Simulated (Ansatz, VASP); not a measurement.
One calculation of ZnAu, two programs

File INCAR:

```
SYSTEM = ZnAu
PREC = Accurate ; ENCUT = 520
EDIFF = 1E-7 ; ISMEAR = -1
SIGMA = 0.05 ; LREAL = .False.
LASPH = .True. ; NELM = 80
ALGO = Normal ; ISIF = 2
LWAVE = .False. ; LCHARG = .True.
GGA = PE ; LELF = .True.
LVHAR = .True. ; NBANDS = 18
```

KPOINTS

```
regular mesh
0
Gamma
  6 6 6
  0 0 0
```

POSCAR

```
ZnAu
1.0
    3.1470000000      0.0000000000      0.0000000000
    0.0000000000      3.1470000000      0.0000000000
    0.0000000000      0.0000000000      3.1470000000
Zn Au
1 1
Direct
    0.5000000000      0.5000000000      0.5000000000
    0.0000000000      0.0450000000      0.0000000000
```

Input for Ansatz:

```yaml
crystal:
  lattice:
    - [3.147, 0.0, 0.0]
    - [0.0, 3.147, 0.0]
    - [0.0, 0.0, 3.147]
  atoms:
    - { symbol: Zn, position: [0.5, 0.5, 0.5] }
    - { symbol: Au, position: [0.0, 0.045, 0.0] }
basis:
  ecutwfc: 510.0
kpoints:
  mp_grid:
    grid: [6, 6, 6]
    shift: [0.0, 0.0, 0.0]
hamiltonian:
  xc: pbe
scf:
  occupations:
    method: fermi_dirac
    width: 0.05
output:
  forces: true
```

Alike in both runs: task single point; functional PBE; k mesh 6 × 6 × 6; occupations fermi-dirac, width 0.05 eV; no spin polarisation.

```csv
,VASP,Ansatz
version,VASP 6.6.1,Ansatz 0.2.0
potentials or method,"VASP PAW PBE potentials, release 64 (Zn, Au)","plane waves, PAW"
plane-wave cutoff (eV),520,510
valence electrons in the cell,23,31
```

|  | VASP | Ansatz | Ansatz less VASP |
| --- | --- | --- | --- |
| gap on the k mesh at the Fermi level (eV) | none | none | - |
| rms of the force components (eV/Å) | 0.307 | 0.302 | -0.0052 |

Atom by atom the forces differ by 0.005 eV/Å (rms over components). A gap of «none» marks a metal or a gap that the smearing closes. The functional is the same, so the differences come from potentials, cutoffs and numerics. The two sets of potentials don't hold the same shells in valence.

The runs have no spin-orbit coupling, so splittings on Au are missing.
